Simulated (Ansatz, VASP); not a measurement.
## Hg in VASP and in Ansatz

```
CELL_PARAMETERS angstrom
2.07840 1.19996 1.97474
-2.07840 1.19996 1.97474
0.00000 -2.39993 1.97474
ATOMIC_POSITIONS crystal
Hg 0.00000 0.00000 0.00000
```

Alike in both runs: task single point; functional PBE; k mesh 4 × 4 × 4; occupations fermi-dirac, width 0.1 eV; no spin polarisation.

```csv
,VASP,Ansatz
version,VASP 6.6.1,Ansatz 0.2.0
potentials or method,"VASP PAW PBE potentials, release 64 (Hg)","plane waves (420 eV) with PAW, scalar-relativistic"
plane-wave cutoff (eV),520,420
valence electrons in the cell,12,20
```

```tsv
	VASP	Ansatz	Ansatz less VASP
pressure (GPa)	-0.4	-0.6	-0.20
largest component of the traceless stress (GPa)	0.89	0.94	+0.057
```

The two sets of potentials don't hold the same shells in valence.

Caveats: the k mesh is coarse (spacing up to 0.51 Å⁻¹), so the values aren't converged. Spin-orbit coupling is left out, which matters for the levels of Hg.
